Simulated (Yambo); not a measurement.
# AlN (F-43m) in Yambo: convergence with bands in self energy

Aim: find how far bands in self energy must go before the results for AlN settle, at PBEsol. This setting moves, with any that are tied to it; all else stays.

Program: Yambo 5.3.0. These are calculated values, not measurements. Logs are shortened: lines on timing, memory, paths and dates and some standing lists are left out, and cuts for length are marked.

### Step 1. The structure

The structure is cubic, space group F-43m (No. 216). Conventional cell: a = 4.368 Å, b = 4.368 Å, c = 4.368 Å, α = 90.00°, β = 90.00°, γ = 90.00°. Al (site symmetry -43m) has 4 N at 1.89 Å as nearest neighbours. Around N (site symmetry -43m) lie 4 Al at 1.89 Å.

Measurements of this composition are mostly on another form, of space group No. 186.

### Step 2. With bands in self energy 24

g0w03.in

```
gw0
dyson
el_el_corr
rim_cut
HF_and_locXC
ppa
em1d
RandQpts= 1000000
RandGvec= 50 RL
EXXRLvcs= 84 Ry
VXCRLvcs= 84 Ry
Chimod= "HARTREE"
% BndsRnXp
 1 | 154 |
%
NGsBlkXp= 12 Ry
% LongDrXp
 1 | 1 | 1 |
%
PPAPntXp= 27.21138 eV
% GbndRnge
 1 | 24 |
%
GTermKind= "none"
DysSolver= "n"
ExtendOut
% QPkrange
 1 | 1 | 3 | 6 |
 13 | 13 | 3 | 6 |
%
```

scf.in

```
&CONTROL
  calculation = 'scf'
  prefix = 'pwscf'
  outdir = './tmp'
  pseudo_dir = './pseudo'
/
&SYSTEM
  ibrav = 0
  nat = 2
  ntyp = 2
  ecutwfc = 84
  nbnd = 9
  occupations = 'smearing'
  smearing = 'fd'
  degauss = 0.00367493
  force_symmorphic = .true.
/
&ELECTRONS
  conv_thr = 4d-10
  electron_maxstep = 120
  mixing_beta = 0.5
/
ATOMIC_SPECIES
Al    26.9815 Al.upf
N     14.0070 N.upf
CELL_PARAMETERS bohr
   0.0000000000    4.1271496856    4.1271496856
   4.1271496856    0.0000000000    4.1271496856
   4.1271496856    4.1271496856    0.0000000000
ATOMIC_POSITIONS bohr
Al     0.0000000000    0.0000000000    0.0000000000
N      2.0635748428    2.0635748428    2.0635748428
K_POINTS automatic
10 10 10 0 0 0
```

nscf.in

```
&CONTROL
  calculation = 'nscf'
  prefix = 'pwscf'
  outdir = './tmp'
  pseudo_dir = './pseudo'
/
&SYSTEM
  ibrav = 0
  nat = 2
  ntyp = 2
  ecutwfc = 84
  nbnd = 154
  occupations = 'fixed'
  force_symmorphic = .true.
/
&ELECTRONS
  conv_thr = 1d-08
  diago_full_acc = .true.
  diago_thr_init = 1d-06
/
ATOMIC_SPECIES
Al    26.9815 Al.upf
N     14.0070 N.upf
CELL_PARAMETERS bohr
   0.0000000000    4.1271496856    4.1271496856
   4.1271496856    0.0000000000    4.1271496856
   4.1271496856    4.1271496856    0.0000000000
ATOMIC_POSITIONS bohr
Al     0.0000000000    0.0000000000    0.0000000000
N      2.0635748428    2.0635748428    2.0635748428
K_POINTS automatic
6 6 6 0 0 0
```

Potentials or basis: PseudoDojo 0.4.1 SR PBEsol standard.

Started as:

```console
$ OMP_NUM_THREADS=1 pw.x -in scf.in > scf.out
$ OMP_NUM_THREADS=1 pw.x -in nscf.in > nscf.out
$ cd tmp/pwscf.save; p2y; mv SAVE ../..; cd ../..
$ OMP_NUM_THREADS=1 yambo
$ mkdir -p g0w03; ln -s $PWD/g0w00/ndb.pp* g0w03/
$ mkdir -p g0w03; ln -s $PWD/g0w00/ndb.RIM g0w03/
$ OMP_NUM_THREADS=1 yambo -F g0w03.in -J g0w03 -C g0w03_out
```

Yambo's report:

```text
[... sections 02.01 to 02.04 as in the set-up run ...]

  [02.05] Energies & Occupations
  ==============================

  [X] === General ===
  [X] Electronic Temperature                        :  0.000000  0.000000 [eV K]
  [X] Bosonic    Temperature                        :  0.000000  0.000000 [eV K]
  [X] Finite Temperature mode                       : no
  [X] El. density                                   :  0.38398E+24 [cm-3]
  [X] Fermi Level                                   :  6.862801 [eV]

  [X] === Gaps and Widths ===
  [X] Conduction Band Min                           :  3.188299 [eV]
  [X] Valence Band Max                              :  0.000000 [eV]
  [X] Filled Bands                                  :   4
  [X] Empty Bands                                   :    5  154
  [X] Direct Gap                                    :  4.118432 [eV]
  [X] Direct Gap localized at k                     :  1
  [X] Indirect Gap                                  :  3.188299 [eV]
  [X] Indirect Gap between kpts                     :   1  13
  [X] Last valence band width                       :  2.548487 [eV]
  [X] 1st conduction band width                     :  4.693057 [eV]

 [03] Transferred momenta grid and indexing
 ==========================================

 IBZ Q-points                                      :  16
 BZ  Q-points                                      :  216

 K/Q-points units:
 rlu = crystal or reduced units; cc = cartesian coordinates; iku = interal k-units

 Q [ 1]         [rlu]:  0.000000  0.000000  0.000000
 Q [ 2]         [rlu]:  0.33229E-17  0.33229E-17  0.16667
 Q [ 3]         [rlu]:  0.66457E-17  0.66457E-17  0.33333
 Q [ 4]         [rlu]:  0.16970E-16  0.16970E-16 -0.50000
 Q [ 5]         [rlu]:  0.54850E-17  0.16667      0.16667
 Q [ 6]         [rlu]:  0.76765E-17  0.16667      0.33333
 Q [ 7]         [rlu]: -0.67914E-16  0.16667      0.50000
 Q [ 8]         [rlu]:  0.16970E-16  0.16667     -0.33333
 Q [ 9]         [rlu]: -0.66457E-17  0.16667     -0.16667
 Q [10]         [rlu]:  0.10970E-16  0.33333      0.33333
 Q [11]         [rlu]: -0.57359E-16  0.33333      0.50000
 Q [12]         [rlu]: -0.13291E-16  0.33333     -0.33333
 Q [13]         [rlu]: -0.52918E-16 -0.50000     -0.50000
 Q [14]         [rlu]:  0.166667  0.333333  0.500000
 Q [15]         [rlu]:  0.166667  0.333333 -0.333333
 Q [16]         [rlu]:  0.166667 -0.500000 -0.333333

 [04] Coloumb potential Random Integration (RIM)
 ===============================================

 Summary of Coulomb integrals for non-metallic bands |Q|[au] RIM/Bare

 Q [1] 0.100000E-4 0.995870 * Q [2] 0.219740 1.064252
 Q [5] 0.253734 1.063621 * Q [9] 0.358834 1.026387
 Q [6] 0.420770 1.018937 * Q [3] 0.439480 1.016307
 Q [10] 0.507468 1.013309 * Q [8] 0.553000 1.010912
 Q [14] 0.567366 1.010147 * Q [7] 0.621518 1.008295
 Q [11] 0.659220 1.007596 * Q [4] 0.659220 1.007596
 Q [12] 0.717668 1.006547 * Q [15] 0.750555 1.005996
 Q [13] 0.761202 1.005640 * Q [16] 0.802377 1.004971

 [05] Dipoles
 ============

  [05.01] Setup: observables and procedures
  =========================================

  [WF-Oscillators/G space/Transverse up loader] Normalization (few states)  min/max  :  0.13878E-16   1.0000

  [WR./g0w03//ndb.dipoles]--------------------------------------------------------
   Brillouin Zone Q/K grids (IBZ/BZ)                :   16  216   16  216
   RL vectors                                       :  2421 [WF]
   Fragmentation                                    : yes
   Electronic Temperature                           :  0.000000 [K]
   Bosonic    Temperature                           :  0.000000 [K]
   DIP band range                                   :    1  154
   DIP band range limits                            :   4   5
   DIP e/h energy range                             : -1.000000 -1.000000 [eV]
   RL vectors in the sum                            :  2421
   [r,Vnl] included                                 : yes
[... 33 lines left out ...]
  Total number of QP states                        :   8
  Exchange RL vectors                              :  1893
  Exchange summation bands                         :   4
  RIM RL components                                :   51
  RIM random points                                :  1000000

 [xc] E_xc :  -3.412641 [Ha]
      E_xc :  -6.825282 [Ry]

  Local XC kind (lXC) : Perdew, Burke & Ernzerhof SOL(X)+Perdew, Burke & Ernzerhof SOL(C)
  Non-Local XC kind (nlXC) : Hartree-Fock

  Corrections @ K [1] :  [eV]
 <3|nlXC|3> = -20.85795 -0.17077E-16 <3|lXC|3> = -16.77591 -0.94408E-16
 <4|nlXC|4> = -20.85795  0.11603E-17 <4|lXC|4> = -16.77591  0.37763E-15
 <5|nlXC|5> = -8.180992 -0.96676E-18 <5|lXC|5> = -12.64295  0.37763E-15
 <6|nlXC|6> = -4.131830 -0.12400E-17 <6|lXC|6> = -10.04659 -0.47226E-16

  Corrections @ K [13] :  [eV]
 <3|nlXC|3> = -20.01269 -0.19194E-16 <3|lXC|3> = -15.30186 -0.47206E-16
 <4|nlXC|4> = -20.01269  0.15681E-16 <4|lXC|4> = -15.30186  0.53103E-16
 <5|nlXC|5> = -5.126485  0.32745E-17 <5|lXC|5> = -9.424739  0.47207E-16
 <6|nlXC|6> = -4.439091  0.15535E-17 <6|lXC|6> = -9.661993  0.94410E-16

 [08] Dyson equation: Newton solver
 ==================================

  [08.01] G0W0 (W PPA)
  ====================

  [  GW  ] Bands range     :   1  24
  [GW/PPA] G damping       :  0.100000 [eV]

  QP @ state[ 1 ] K range:  1  1
  QP @ state[ 1 ] b range:   3   6
  QP @ state[ 2 ] K range:  13  13
  QP @ state[ 2 ] b range:   3   6
[... 51 lines left out ...]
   :: Time ordering fails/rest    :  0.500110
   :: Mean rel dev of PP cond     :  0.274482
   Current Q-pt index             :  14
   :: PP condition fails/total    :  0.279290
   :: Time ordering fails/rest    :  0.499519
   :: Mean rel dev of PP cond     :  0.279285
   Current Q-pt index             :  15
   :: PP condition fails/total    :  0.274069
   :: Time ordering fails/rest    :  0.499523
   :: Mean rel dev of PP cond     :  0.274061
   Current Q-pt index             :  16
   :: PP condition fails/total    :  0.276413
   :: Time ordering fails/rest    :  0.500184
   :: Mean rel dev of PP cond     :  0.276407

  [08.02] QP properties and I/O
  =============================

  Legend (energies in eV)
  - B  : Band       - Eo  : bare energy
  - E  : QP energy  - Z   : Renormalization factor
  - So : Sc(Eo)     - S   : Sc(E)
  - dSp: Sc derivative precision

  - lXC: Local XC (Perdew, Burke & Ernzerhof SOL(X)+Perdew, Burke & Ernzerhof SOL(C))
  -nlXC: non-Local XC (Hartree-Fock)

  QP [eV] @ K [1] (iku):  0.000000  0.000000  0.000000
   B=3 Eo= -0.00 E= -0.44 E-Eo= -0.44 Re(Z)=0.79 Im(Z)=-0.119540E-2 nlXC= -20.8580 lXC= -16.7759 So=  3.52742
   B=4 Eo=  0.00 E= -0.44 E-Eo= -0.44 Re(Z)=0.79 Im(Z)=-0.119539E-2 nlXC= -20.8580 lXC= -16.7759 So=  3.52710
   B=5 Eo=  4.12 E=  5.02 E-Eo=  0.90 Re(Z)=0.82 Im(Z)=-0.104038E-2 nlXC= -8.18099 lXC= -12.6429 So= -3.36742
   B=6 Eo= 12.47 E= 13.52 E-Eo=  1.05 Re(Z)=0.83 Im(Z)=-0.143253E-2 nlXC= -4.13183 lXC= -10.0466 So= -4.64091

  QP [eV] @ K [13] (iku): -0.500000  0.000000  0.000000
   B=3 Eo= -1.80 E= -2.57 E-Eo= -0.78 Re(Z)=0.79 Im(Z)=-0.137799E-2 nlXC= -20.0127 lXC= -15.3019 So=  3.72607
   B=4 Eo= -1.80 E= -2.57 E-Eo= -0.78 Re(Z)=0.79 Im(Z)=-0.137760E-2 nlXC= -20.0127 lXC= -15.3019 So=  3.72605
   B=5 Eo=  3.19 E=  3.88 E-Eo=  0.69 Re(Z)=0.84 Im(Z)=-0.987921E-3 nlXC= -5.12648 lXC= -9.42474 So= -3.47354
   B=6 Eo=  8.51 E=  9.52 E-Eo=  1.01 Re(Z)=0.84 Im(Z)=-0.885344E-3 nlXC= -4.43909 lXC= -9.66199 So= -4.02334

  [WR./g0w03//ndb.QP]-------------------------------------------------------------
   Lattice constants                                :  4.127150  4.127150  4.127150
   Coulomb cutoff potential                         : none
   Electronic Temperature                           :  0.000000 [K]
   Bosonic    Temperature                           :  0.000000 [K]
   Green`s function   energies                      : Perdew, Burke & Ernzerhof SOL(X)+Perdew, Burke & Ernzerhof SOL(C)
   wavefunctions                                    : Perdew, Burke & Ernzerhof SOL(X)+Perdew, Burke & Ernzerhof SOL(C)
   PPA    diel. fun.  energies                      : Perdew, Burke & Ernzerhof SOL(X)+Perdew, Burke & Ernzerhof SOL(C)
   wavefunctions                                    : Perdew, Burke & Ernzerhof SOL(X)+Perdew, Burke & Ernzerhof SOL(C)
   QP tot states                                    :   8
   GW solver                                        : Newton
   GW approximation                                 : PPA
   PPA imaginary Energy                             :  27.21138 ev
   RIM G`s                                          :   51
   RIM random pts                                   :  1000000
   dS/dw steps                                      :  2
   dS/dw step                                       :  0.100000 ev
   X G`s                                            :  137 used
   X G`s                                            :  137 disk
   X bands                                          :    1  154
   X poles                                          :  100.0000 o/o
   X e/h E range                                    : -1.000000 -1.000000 ev
   X Hxc Kernel                                     : HARTREE
   X BZ energy Double Grid                          : no
   X Optical Averaged directions                    : none
   Sc/G bands                                       :   1  24
   Sc/G damping                                     :  0.100000 ev
   Sc bands terminator                              : no
   Sx RL components                                 :  1893

   QP @ state[ 1 ] K range                          :  1  1
   QP @ state[ 1 ] b range                          :   3   6
   QP @ state[ 2 ] K range                          :  13  13
   QP @ state[ 2 ] b range                          :   3   6
   GF energies kind                                 : Perdew, Burke & Ernzerhof SOL(X)+Perdew, Burke & Ernzerhof SOL(C)
   GF WF`s kind                                     : Perdew, Burke & Ernzerhof SOL(X)+Perdew, Burke & Ernzerhof SOL(C)
   Xs energies kind                                 : Perdew, Burke & Ernzerhof SOL(X)+Perdew, Burke & Ernzerhof SOL(C)
   Xs WF`s kind                                     : Perdew, Burke & Ernzerhof SOL(X)+Perdew, Burke & Ernzerhof SOL(C)
```

What came out:

| Property | Result |
| --- | --- |
| Band gap on the k mesh, mean-field level | 3.19 eV, indirect (least direct gap 4.12 eV) |
| Quasiparticle gap | 4.32 eV |
| Least direct quasiparticle gap | 5.46 eV |
| Quasiparticle gap at Γ | 5.46 eV |
| Band gap of the same states before the correction | 3.19 eV |

### Step 3. With bands in self energy 44

g0w04.in

```
gw0
dyson
el_el_corr
rim_cut
HF_and_locXC
ppa
em1d
RandQpts= 1000000
RandGvec= 50 RL
EXXRLvcs= 84 Ry
VXCRLvcs= 84 Ry
Chimod= "HARTREE"
% BndsRnXp
 1 | 154 |
%
NGsBlkXp= 12 Ry
% LongDrXp
 1 | 1 | 1 |
%
PPAPntXp= 27.21138 eV
% GbndRnge
 1 | 44 |
%
GTermKind= "none"
DysSolver= "n"
ExtendOut
% QPkrange
 1 | 1 | 3 | 6 |
 13 | 13 | 3 | 6 |
%
```

scf.in is that of step 2.

nscf.in is that of step 2.

Potentials or basis: PseudoDojo 0.4.1 SR PBEsol standard.

Started as:

```console
$ OMP_NUM_THREADS=1 pw.x -in scf.in > scf.out
$ OMP_NUM_THREADS=1 pw.x -in nscf.in > nscf.out
$ cd tmp/pwscf.save; p2y; mv SAVE ../..; cd ../..
$ OMP_NUM_THREADS=1 yambo
$ mkdir -p g0w04; ln -s $PWD/g0w00/ndb.pp* g0w04/
$ mkdir -p g0w04; ln -s $PWD/g0w00/ndb.RIM g0w04/
$ OMP_NUM_THREADS=1 yambo -F g0w04.in -J g0w04 -C g0w04_out
```

Results (log left out):

* Band gap on the k mesh, mean-field level: 3.19 eV, indirect (least direct gap 4.12 eV)
* Quasiparticle gap: 4.48 eV
* Least direct quasiparticle gap: 5.56 eV
* Quasiparticle gap at Γ: 5.56 eV
* Band gap of the same states before the correction: 3.19 eV

### Step 4. With bands in self energy 84

g0w05.in

```
gw0
dyson
el_el_corr
rim_cut
HF_and_locXC
ppa
em1d
RandQpts= 1000000
RandGvec= 50 RL
EXXRLvcs= 84 Ry
VXCRLvcs= 84 Ry
Chimod= "HARTREE"
% BndsRnXp
 1 | 154 |
%
NGsBlkXp= 12 Ry
% LongDrXp
 1 | 1 | 1 |
%
PPAPntXp= 27.21138 eV
% GbndRnge
 1 | 84 |
%
GTermKind= "none"
DysSolver= "n"
ExtendOut
% QPkrange
 1 | 1 | 3 | 6 |
 13 | 13 | 3 | 6 |
%
```

scf.in is that of step 3.

nscf.in is that of step 3.

Started as:

```console
$ OMP_NUM_THREADS=1 pw.x -in scf.in > scf.out
$ OMP_NUM_THREADS=1 pw.x -in nscf.in > nscf.out
$ cd tmp/pwscf.save; p2y; mv SAVE ../..; cd ../..
$ OMP_NUM_THREADS=1 yambo
$ mkdir -p g0w05; ln -s $PWD/g0w00/ndb.pp* g0w05/
$ mkdir -p g0w05; ln -s $PWD/g0w00/ndb.RIM g0w05/
$ OMP_NUM_THREADS=1 yambo -F g0w05.in -J g0w05 -C g0w05_out
```

Results (log left out):

```yaml
Band_gap_on_the_k_mesh_mean-field_level: 3.19 eV, indirect (least direct gap 4.12 eV)
Quasiparticle_gap: 4.60 eV
Least_direct_quasiparticle_gap: 5.64 eV
Quasiparticle_gap_at_Γ: 5.64 eV
Band_gap_of_the_same_states_before_the_correction: 3.19 eV
```

### Step 5. With bands in self energy 154

g0w01.in

```
gw0
dyson
el_el_corr
rim_cut
HF_and_locXC
ppa
em1d
RandQpts= 1000000
RandGvec= 50 RL
EXXRLvcs= 84 Ry
VXCRLvcs= 84 Ry
Chimod= "HARTREE"
% BndsRnXp
 1 | 154 |
%
NGsBlkXp= 12 Ry
% LongDrXp
 1 | 1 | 1 |
%
PPAPntXp= 27.21138 eV
% GbndRnge
 1 | 154 |
%
GTermKind= "none"
DysSolver= "n"
ExtendOut
% QPkrange
 1 | 1 | 3 | 6 |
 13 | 13 | 3 | 6 |
%
```

scf.in is that of step 4.

nscf.in is that of step 4.

Started as:

```console
$ OMP_NUM_THREADS=1 pw.x -in scf.in > scf.out
$ OMP_NUM_THREADS=1 pw.x -in nscf.in > nscf.out
$ cd tmp/pwscf.save; p2y; mv SAVE ../..; cd ../..
$ OMP_NUM_THREADS=1 yambo
$ mkdir -p g0w01; ln -s $PWD/g0w00/ndb.pp* g0w01/
$ mkdir -p g0w01; ln -s $PWD/g0w00/ndb.RIM g0w01/
$ OMP_NUM_THREADS=1 yambo -F g0w01.in -J g0w01 -C g0w01_out
```

Results (log left out):

* Band gap on the k mesh, mean-field level: 3.19 eV, indirect (least direct gap 4.12 eV)
* Quasiparticle gap: 4.66 eV
* Least direct quasiparticle gap: 5.67 eV
* Quasiparticle gap at Γ: 5.67 eV
* Band gap of the same states before the correction: 3.19 eV

### Step 6. Result

| bands in self energy | quasiparticle gap at the points computed (eV) |
| --- | --- |
| 24 | 4.321 |
| 44 | 4.480 |
| 84 | 4.601 |
| 154 | 4.662 |

Not settled before the last step: the quasiparticle gap at the points computed (to 0.05 eV). The tightest run that finished is the yardstick and may itself not be fully converged.

Caveats: this version prints the column dSc/dw multiplied by 27.2.
